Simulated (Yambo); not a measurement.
GaP:

```
Ga P
1.0
     0.00000    2.72525    2.72525
     2.72525    0.00000    2.72525
     2.72525    2.72525    0.00000
Ga P
1 1
Cartesian
  0.0000 0.0000 0.0000
  4.0879 4.0879 4.0879
```

Base run:

- Program: Yambo 5.3.0
- Functional: PBEsol
- Potentials or basis: PseudoDojo 0.4.1 SR PBEsol standard
- Cutoff: 1088 eV
- Density cutoff: 4354 eV
- k mesh: 6 × 6 × 6
- Occupations: fixed
- Spin: no spin polarisation

Its results: band gap on the k mesh, mean-field level 1.52 eV, indirect (least direct gap 1.74 eV).

**Question.** The run is repeated on the same cell with these changes: functional from PBEsol to PBE; potentials or basis from PseudoDojo 0.4.1 SR PBEsol standard to PseudoDojo 0.4.1 SR PBE standard. What comes out?

**Answer.** Band gap on the k mesh, mean-field level 1.66 eV, indirect (least direct gap 1.82 eV).

A k mesh can miss the band edges.
